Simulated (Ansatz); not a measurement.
Runs of Ansatz 0.2.0 on MgS (Niningerite). The structure is cubic, space group Fm-3m (No. 225). Conventional cell: a = 5.203 Å, b = 5.203 Å, c = 5.203 Å, α = 90.00°, β = 90.00°, γ = 90.00°. S (site symmetry m-3m) is surrounded by 6 Mg at 2.60 Å. Around Mg (site symmetry m-3m) lie 6 S at 2.60 Å. 

| task | level | potentials or basis | k mesh | cutoff (eV) | smearing | basis error allowed | gap on the mesh (eV) | pressure (GPa) | V0 of scaled cells (Å³/atom) | B0 (GPa) |
| --- | --- | --- | --- | --- | --- | --- | --- | --- | --- | --- |
| single point | PBE | all-electron PAW datasets made for the crystal | 6 × 6 × 6 | 200 | fermi-dirac 0.05 eV | - | 2.78 | (a) | - | - |
| single point | HSE06 | all-electron PAW datasets made for the crystal | 6 × 6 × 6 | 220 | fermi-dirac 0.05 eV | - | 3.80 | - | - | - |
| single point | PBEsol | all-electron PAW datasets made for the crystal | 6 × 6 × 6 | 200 | fermi-dirac 0.05 eV | - | 2.70 | -0.9 | - | - |
| band structure | PBEsol | all-electron LAPW, scalar-relativistic | 9 × 9 × 9 | 184 | fermi-dirac 0.05 eV | 0.001 eV/atom | 2.83 | -1.0 | - | - |
| equation of state | PBEsol | all-electron LAPW, scalar-relativistic | 9 × 9 × 9 | - | fermi-dirac 0.05 eV | 0.0005 eV/atom | - | - | 17.39 | 78 |
| band structure | PBEsol | all-electron PAW datasets made for the crystal | 9 × 9 × 9 | 200 | fermi-dirac 0.05 eV | - | 2.83 | -1.0 | - | - |
| band structure | LDA | all-electron LAPW, scalar-relativistic | 9 × 9 × 9 | 184 | fermi-dirac 0.05 eV | 0.001 eV/atom | 2.69 | -3.3 | - | - |
| band structure | PBEsol | all-electron LAPW, non-relativistic | 9 × 9 × 9 | 184 | fermi-dirac 0.05 eV | 0.001 eV/atom | 2.87 | -0.9 | - | - |
| equation of state | LDA | all-electron LAPW, scalar-relativistic | 9 × 9 × 9 | - | fermi-dirac 0.05 eV | 0.001 eV/atom | - | - | (b) | 83 |
| single point | RPBE | all-electron LAPW, scalar-relativistic | 9 × 9 × 9 | 183 | gaussian 0.1 eV | 0.001 eV/atom | 3.07 | 3.3 | - | - |
| band structure | PBEsol+D3(BJ) | all-electron LAPW, scalar-relativistic | 9 × 9 × 9 | 184 | gaussian 0.1 eV | 0.001 eV/atom | 2.83 | -3.8 | - | - |
| band structure | RPBE+D3(BJ) | all-electron LAPW, scalar-relativistic | 9 × 9 × 9 | 183 | gaussian 0.1 eV | 0.001 eV/atom | 3.07 | -13.3 | - | - |

Alike in all rows: no spin polarisation; cell as given.

Problem. Fill in the values left out.

Solution. (a) 1.2; (b) 16.87.

Caveats: the mesh misses the band edges, which the band path finds closer together (some runs); an odd mesh through Γ misses points on the zone boundary, where band edges often lie (some runs).

Not every run made on this cell is shown here.
